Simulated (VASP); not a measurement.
# Mg (I4/mmm) in VASP: reference runs

Reference runs on Mg: the cell as given and a disturbed copy, and energy against volume gives the equilibrium volume and stiffness.

All numbers are computed with VASP 6.6.1; they aren't measurements. Logs are shortened: lines on timing, memory, paths and dates and some standing lists are left out, and cuts for length are marked.

## Step 1: The structure

The structure is tetragonal, space group I4/mmm (No. 139). Conventional cell: a = 3.672 Å, b = 3.672 Å, c = 3.359 Å, α = 90.00°, β = 90.00°, γ = 90.00°. Mg (site symmetry 4/mmm) is surrounded by 10 Mg at 3.09 to 3.36 Å.

This isn't the form of Mg at room conditions, which is hcp.

## Step 2: Single point, PBE

INCAR reads:

```
SYSTEM = Mg
PREC = Accurate ; ENCUT = 520
EDIFF = 1E-7 ; ISMEAR = -1
SIGMA = 0.05 ; LREAL = .False.
LASPH = .True. ; NELM = 100
ALGO = Normal ; ISIF = 2
LWAVE = .False. ; LCHARG = .True.
GGA = PE ; LELF = .True.
LVHAR = .True. ; NBANDS = 7
```

KPOINTS reads:

```
Automatic mesh
0
Gamma
  11 11 11
  0 0 0
```

POSCAR reads:

```
Mg
1.0
   -1.8359916300      1.8359916300      1.6794040200
    1.8359916300     -1.8359916300      1.6794040200
    1.8359916300      1.8359916300     -1.6794040200
Mg
1
Direct
    0.0000000000      0.0000000000      0.0000000000
```

Potentials or basis: VASP PAW PBE potentials, release 64 (Mg).

Started as:

```console
$ cat potpaw_PBE.64/Mg/POTCAR > POTCAR
$ mpirun -np 1 vasp_std > vasp.out
```

OUTCAR:

```text
SYSTEM = Mg
   PREC = Accurate
   ENCUT = 520
   EDIFF = 1E-7
   ISMEAR = -1
   LREAL = .False.
   LASPH = .True.
   NELM = 100
   ISIF = 2
   GGA = PE

 ion  position               nearest neighbor table
   1  0.000  0.000  0.000-

  LATTYP: Found a body centered tetragonal cell.
 ALAT       =     3.6719832600
 C/A-ratio  =     0.9147122419

  Lattice vectors:

 A1 = (  -1.8359916300,   1.8359916300,   1.6794040200)
 A2 = (   1.8359916300,  -1.8359916300,   1.6794040200)
 A3 = (   1.8359916300,   1.8359916300,  -1.6794040200)

Analysis of symmetry for initial positions (statically):
=====================================================================
 Subroutine PRICEL returns:
 Original cell was already a primitive cell.

 Routine SETGRP: Setting up the symmetry group for a
 body centered tetragonal supercell.

 Subroutine GETGRP returns: Found 16 space group operations
 (whereof 16 operations were pure point group operations)
 out of a pool of 16 trial point group operations.

The static configuration has the point symmetry D_4h.

Analysis of symmetry for dynamics (positions and initial velocities):
=====================================================================
 Subroutine PRICEL returns:
 Original cell was already a primitive cell.

 Routine SETGRP: Setting up the symmetry group for a
 body centered tetragonal supercell.

 Subroutine GETGRP returns: Found 16 space group operations
 (whereof 16 operations were pure point group operations)
 out of a pool of 16 trial point group operations.

The dynamic configuration has the point symmetry D_4h.

 Subroutine INISYM returns: Found 16 space group operations
 (whereof 16 operations are pure point group operations),
 and found     1 'primitive' translations

----------------------------------------------------------------------------------------

                                     Primitive cell

  volume of cell :      22.6442

  direct lattice vectors                    reciprocal lattice vectors
    -1.835991630  1.835991630  1.679404020     0.000000000  0.272332396  0.297724665
     1.835991630 -1.835991630  1.679404020     0.272332396  0.000000000  0.297724665
     1.835991630  1.835991630 -1.679404020     0.272332396  0.272332396  0.000000000

  length of vectors
     3.092269133  3.092269133  3.092269133     0.403490905  0.403490905  0.385136168

  position of ions in fractional coordinates (direct lattice)
     0.000000000  0.000000000  0.000000000

  ion indices of the primitive-cell ions
   primitive index   ion index
                 1           1

----------------------------------------------------------------------------------------

 KPOINTS: Automatic mesh

Automatic generation of k-mesh.
 Grid dimensions read from file:
 generate k-points for:   11   11   11

 Generating k-lattice:

  Cartesian coordinates                     Fractional coordinates (reciprocal lattice)
     0.000000000  0.024757491  0.027065879     0.090909091  0.000000000  0.000000000
     0.024757491  0.000000000  0.027065879     0.000000000  0.090909091  0.000000000
     0.024757491  0.024757491  0.000000000     0.000000000  0.000000000  0.090909091

  Length of vectors
     0.036680991  0.036680991  0.035012379

  Shift w.r.t. Gamma in fractional coordinates (k-lattice)
     0.000000000  0.000000000  0.000000000

 Subroutine IBZKPT returns following result:
 ===========================================

 Found    126 irreducible k-points:

 Following reciprocal coordinates:
            Coordinates               Weight
  0.000000  0.000000  0.000000      1.000000
  0.090909 -0.000000  0.000000      8.000000
  0.181818  0.000000 -0.000000      8.000000
  0.272727  0.000000  0.000000      8.000000
  0.363636 -0.000000  0.000000      8.000000
  0.454545  0.000000 -0.000000      8.000000
[... 42 lines left out ...]
 -0.090909  0.181818  0.090909      8.000000
  0.272727  0.272727  0.090909      8.000000
 [... further k-points ...]
   k-points           NKPTS =    126   k-points in BZ     NKDIM =    126   number of bands    NBANDS=      7
   number of dos      NEDOS =    301   number of ions     NIONS =      1
   total plane-waves  NPLWV =  13824
   dimension x,y,z NGX =    24 NGY =   24 NGZ =   24
   dimension x,y,z NGXF=    48 NGYF=   48 NGZF=   48
   ions per type =               1
   NGX,Y,Z   is equivalent  to a cutoff of  12.90, 12.90, 12.90 a.u.
   NGXF,Y,Z  is equivalent  to a cutoff of  25.81, 25.81, 25.81 a.u.
 SYSTEM =  Mg
   PREC   = accura    normal or accurate (medium, high low for compatibility)
   ISTART =      0    job   : 0-new  1-cont  2-samecut
   ICHARG =      2    charge: 1-file 2-atom 10-const
   ISPIN  =      1    spin polarized calculation?
   LNONCOLLINEAR =      F non collinear calculations
   LSORBIT =      F    spin-orbit coupling
   LASPH  =      T    aspherical Exc in radial PAW
   ENCUT  =  520.0 eV  38.22 Ry    6.18 a.u.   5.75  5.75  5.75*2*pi/ulx,y,z
   NELM   =    100;   NELMIN=  2; NELMDL= -5     # of ELM steps
   EDIFF  = 0.1E-06   stopping-criterion for ELM
   LREAL  =      F    real-space projection
   EDIFFG = 0.1E-05   stopping-criterion for IOM
   NSW    =      0    number of steps for IOM
   IBRION =     -1    ionic relax: 0-MD 1-quasi-New 2-CG
   NFREE  =      0    steps in history (QN), initial steepest desc. (CG)
   ISIF   =      2    stress and relaxation
   ISYM   =      2    0-nonsym 1-usesym 2-fastsym
   POTIM  = 0.5000    time-step for ionic-motion
   TEBEG  =    0.0;   TEEND  =   0.0 temperature during run
   PSTRESS=    0.0 pullay stress
   NELECT =       2.0000    total number of electrons
   NUPDOWN=      -1.0000    fix difference up-down
   EMIN   =  10.00;   EMAX   =-10.00  energy-range for DOS
   EFERMI =   0.00;   METHOD = LEGACY
   ISMEAR =    -1;   SIGMA  =   0.05  broadening in eV -4-tet -1-fermi 0-gaus
   EFERMI_NEDOS =   21; number of points for ismear=-14 and -15
   IALGO  =     38    algorithm
   IMIX   =      4    mixing-type and parameters
     AMIX     =   0.40;   BMIX     =  1.00
     AMIX_MAG =   1.60;   BMIX_MAG =  1.00
  volume/ion in A,a.u.               =      22.64       152.81
  Fermi-wavevector in a.u.,A,eV,Ry     =   0.729065  1.377732  7.231974  0.531535
  Thomas-Fermi vector in A             =   1.820694
   LORBIT       =      0    0 simple, 1 ext, 2 COOP (PROOUT), +10 PAW based schemes
   GGA     = PE    functional components
   LHFCALC =     F    Hartree Fock is set to
   AEXX    =    0.0000 exact exchange contribution
   IVDW    =     0    specifies the selected vdW correction
   LEPSILON=     F    determine dielectric tensor
   LRPA    =     F    only Hartree local field effects (RPA)
 non-spin polarized calculation
  energy-cutoff  :      520.00
  volume of cell :       22.64
 maximum number of plane-waves:       618
   NGX = 11   NGY = 11   NGZ = 11

 number of electron       2.0000000 magnetization

 Free energy of the ion-electron system (eV)
  ---------------------------------------------------
  ext. energy  EPLUGINS =         0.00000000
  ---------------------------------------------------
  free energy    TOTEN  =        -1.47994058 eV

  energy without entropy =       -1.47646398  energy(sigma->0) =       -1.47820228

 E-fermi :   2.7452     XC(G=0):  -8.5358

 val. band max:        2.6942990773   @ k =   0.3636   0.3636   0.0000
 cond. band min:       2.7840974231   @ k =  -0.2727  -0.4545   0.2727
 fundamental gap:      0.0897983458
 Fermi energy:         2.7452029882

 k-point     1 :       0.0000    0.0000    0.0000
  band No.  band energies     occupation
      1      -4.2826      2.00000
      2      14.6844      0.00000
      3      16.5408      0.00000
      4      16.5408      0.00000
      5      16.8712      0.00000
      6      17.0917      0.00000
      7      17.0917      0.00000

 k-point     2 :       0.0909   -0.0000    0.0000
  band No.  band energies     occupation
      1      -4.0796      2.00000
      2      13.9010      0.00000
      3      14.3730      0.00000
      4      15.5126      0.00000
      5      15.6148      0.00000
      6      17.4857      0.00000
      7      18.1606      0.00000

 k-point     3 :       0.1818    0.0000   -0.0000
  band No.  band energies     occupation
      1      -3.4733      2.00000
      2      11.1342      0.00000
      3      12.7832      0.00000
      4      14.0777      0.00000
      5      14.4005      0.00000
      6      16.3103      0.00000
      7      18.9069      0.00000

 k-point     4 :       0.2727    0.0000    0.0000
  band No.  band energies     occupation
      1      -2.4715      2.00000
      2       8.0659      0.00000
      3      11.8833      0.00000
      4      12.9287      0.00000
      5      13.4564      0.00000
      6      15.3002      0.00000
      7      19.5841      0.00000

 k-point     5 :       0.3636   -0.0000    0.0000
  band No.  band energies     occupation
      1      -1.0878      2.00000
      2       5.2915      0.00000
      3      11.2703      0.00000
      4      12.1526      0.00000
      5      12.8286      0.00000
      6      14.5502      0.00000
      7      20.4796      0.00000

 k-point     6 :       0.4545    0.0000   -0.0000
  band No.  band energies     occupation
      1       0.6398      2.00000
      2       2.8668      0.16145
      3      10.9604      0.00000
      4      11.7645      0.00000
      5      12.5185      0.00000
      6      14.1509      0.00000
      7      21.5321      0.00000

 k-point     7 :       0.0909    0.0909    0.0000
  band No.  band energies     occupation
      1      -3.6570      2.00000
      2      12.5846      0.00000
      3      12.6645      0.00000
      4      13.4699      0.00000
      5      16.2084      0.00000
      6      16.5729      0.00000
      7      17.6196      0.00000

 k-point     8 :       0.1818    0.0909    0.0000
  band No.  band energies     occupation
      1      -2.8354      2.00000
      2       9.5329      0.00000
      3      11.2487      0.00000
      4      12.4873      0.00000
      5      15.2624      0.00000
      6      16.2521      0.00000
      7      17.9168      0.00000

 k-point     9 :       0.2727    0.0909    0.0000
  band No.  band energies     occupation
      1      -1.6255      2.00000
      2       6.6383      0.00000
      3      10.2023      0.00000
      4      11.8116      0.00000
      5      14.2905      0.00000
      6      15.8793      0.00000
      7      18.4472      0.00000

 k-point    10 :       0.3636    0.0909    0.0000
  band No.  band energies     occupation
      1      -0.0478      2.00000
      2       4.0522      0.00000
      3       9.5152      0.00000
      4      11.4659      0.00000
      5      13.6361      0.00000
      6      15.6273      0.00000
      7      19.4358      0.00000

 k-point    11 :       0.4545    0.0909   -0.0000
  band No.  band energies     occupation
      1       1.4856      2.00000
      2       2.2014      1.99996
      3       9.1926      0.00000
      4      11.4633      0.00000
      5      13.3266      0.00000
      6      15.6571      0.00000
      7      20.7275      0.00000
[... 211 lines left out ...]
 k-point    33 :      -0.4545    0.3636    0.0000
  band No.  band energies     occupation
      1      -0.4564      2.00000
      2       3.4311      0.00000
      3      10.6958      0.00000
      4      12.6850      0.00000
      5      15.3434      0.00000
      6      16.9658      0.00000
      7      18.9613      0.00000

 k-point    34 :      -0.3636    0.3636    0.0000
  band No.  band energies     occupation
      1      -1.3656      2.00000
      2       4.4472      0.00000
      3      12.9329      0.00000
      4      13.5576      0.00000
      5      14.5970      0.00000
      6      15.0927      0.00000
      7      19.3526      0.00000

 k-point    35 :       0.4545    0.4545   -0.0000
  band No.  band energies     occupation
      1       1.1074      2.00000
      2       1.5481      2.00000
      3      10.5294      0.00000
      4      12.5331      0.00000
      5      15.2033      0.00000
      6      16.9149      0.00000
      7      19.7635      0.00000

 k-point    36 :      -0.4545    0.4545    0.0000
  band No.  band energies     occupation
      1       0.2279      2.00000
      2       2.2125      1.99995
      3      12.5844      0.00000
      4      13.2907      0.00000
      5      14.2742      0.00000
      6      14.8360      0.00000
      7      20.4161      0.00000

 k-point    37 :       0.0909    0.0909    0.0909
  band No.  band energies     occupation
      1      -3.1069      2.00000
      2      10.0695      0.00000
      3      11.2667      0.00000
      4      12.0931      0.00000
      5      17.1620      0.00000
      6      17.9802      0.00000
      7      18.6911      0.00000

 k-point    38 :       0.1818    0.0909    0.0909
  band No.  band energies     occupation
      1      -2.1091      2.00000
      2       8.2604      0.00000
      3       9.2818      0.00000
      4      10.7167      0.00000
      5      16.7422      0.00000
      6      17.9024      0.00000
      7      19.7372      0.00000

 k-point    39 :       0.2727    0.0909    0.0909
  band No.  band energies     occupation
      1      -0.7314      2.00000
      2       5.5994      0.00000
      3       8.5650      0.00000
      4       9.8875      0.00000
      5      16.2019      0.00000
      6      17.2634      0.00000
      7      20.7966      0.00000

 k-point    40 :       0.3636    0.0909    0.0909
  band No.  band energies     occupation
      1       0.9862      2.00000
      2       3.2057      0.00020
      3       8.2338      0.00000
      4       9.4707      0.00000
      5      15.9185      0.00000
      6      16.9083      0.00000
      7      21.8550      0.00000

 [... further k-points ...]
[... 5 lines left out ...]
  --------------------------------------------------------------------------------------
  -------------------------------------------------------------------------------------
  Total        0.0475003      0.0475003      0.0936458      0.0000000     -0.0000000      0.0000000
  in kB        3.3608576      3.3608576      6.6258644      0.0000000     -0.0000000      0.0000000
  external PRESSURE =       4.4491932 kB  Pullay stress =       0.0000000 kB

 VOLUME and BASIS-vectors are now :
 -----------------------------------------------------------------------------
  energy-cutoff  :      520.00
  volume of cell :       22.64
      direct lattice vectors                 reciprocal lattice vectors
    -1.835991630  1.835991630  1.679404020     0.000000000  0.272332396  0.297724665
     1.835991630 -1.835991630  1.679404020     0.272332396  0.000000000  0.297724665
     1.835991630  1.835991630 -1.679404020     0.272332396  0.272332396  0.000000000

 POSITION                                       TOTAL-FORCE (eV/Angst)
 -----------------------------------------------------------------------------------
      0.00000      0.00000      0.00000         0.000000      0.000000      0.000000
 -----------------------------------------------------------------------------------
    total drift:                                0.000000      0.000000      0.000000

  FREE ENERGIE OF THE ION-ELECTRON SYSTEM (eV)
  ---------------------------------------------------
  free  energy   TOTEN  =        -1.4799405775 eV

  energy  without entropy=       -1.4764639828  energy(sigma->0) =       -1.47820228
```

It took 6.5 s on 1 thread of Intel Xeon Platinum 8488C (Sapphire Rapids), shared host; peak memory 0.14 GiB.

Results:

- Free energy: -1.4799 eV
- Pressure: 0.4 GPa
- Band gap on the k mesh: none (metal or under the smearing width)

Stress tensor (GPa, compression positive):
```
0.34 0.00 0.00
0.00 0.34 0.00
0.00 0.00 0.66
```

(Continued in part 2 of 3.)
